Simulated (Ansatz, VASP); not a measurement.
## One calculation of Sb, two programs

INCAR

```
SYSTEM = Sb
  PREC = Accurate
  ENCUT = 520
  EDIFF = 1E-7
  ISMEAR = -1
  SIGMA = 0.1
  LREAL = .FALSE.
  LASPH = .TRUE.
  NELM = 100
  ALGO = Normal
  ISIF = 2
  LWAVE = .FALSE.
  LCHARG = .TRUE.
  LELF = .TRUE.
  LVHAR = .TRUE.
  NBANDS = 12
```

Contents of KPOINTS:

```
Automatic mesh
0
G
  10 10 10
  0 0 0
```

Contents of POSCAR:

```
Sb
1.0
    0.0000000000      2.5098892199      2.5098892199
    2.5098892199      0.0000000000      2.5098892199
    2.5098892199      2.5098892199      0.0000000000
Sb
2
Direct
   -0.1250000000     -0.1250000000     -0.1250000000
    0.1250000000      0.1250000000      0.1250000000
```

Input for Ansatz:

```yaml
crystal:
  lattice:
    - [0.0, 2.5098892199, 2.5098892199]
    - [2.5098892199, 0.0, 2.5098892199]
    - [2.5098892199, 2.5098892199, 0.0]
  atoms:
    - { symbol: Sb, position: [-0.125, -0.125, -0.125] }
    - { symbol: Sb, position: [0.125, 0.125, 0.125] }
kpoints:
  mp_grid: { grid: [10, 10, 10] }
  band_path:
    path:
      - [0.0, 0.0, 0.0]
      - [0.5, 0.0, 0.5]
      - [0.625, 0.25, 0.625]
      - [0.375, 0.375, 0.75]
      - [0.0, 0.0, 0.0]
      - [0.5, 0.5, 0.5]
      - [0.5, 0.25, 0.75]
      - [0.5, 0.0, 0.5]
    npoints: 8
scf:
  occupations: { method: fermi_dirac, width: 0.1 }
hamiltonian:
  xc: lda
  pseudopotentials: { kind: all_electron, lapw: { basis_error: 0.001 } }
output:
  forces: true
  stress: true
  eigenvalues: true
  populations: true
  dos: { projected: true, de: 0.2, e_range: [-14, 8] }
```

Change from the starting cell: volume scaled by 0.4, LAPW.

Alike in both runs: task single point; functional LDA; k mesh 10 × 10 × 10; occupations fermi-dirac, width 0.1 eV; no spin polarisation.

|  | VASP | Ansatz |
| --- | --- | --- |
| version | VASP 6.6.1 | Ansatz 0.2.0 |
| potentials or method | VASP PAW LDA potentials, release 64 (Sb) | all-electron LAPW, scalar-relativistic |
| plane-wave cutoff (eV) | 520 | see its input |

```tsv
	VASP	Ansatz	Ansatz less VASP
pressure (GPa)	236.5	237.3	+0.76
```

Ansatz ran all-electron here, so the differences hold the error of VASP's frozen core and of both bases.

Caveats: the cell as given lies far from equilibrium; so large a pressure means that the cell lies far from this level's equilibrium, or that cutoff or potentials fall short (VASP). Spin-orbit coupling is left out, which matters for the levels of Sb.
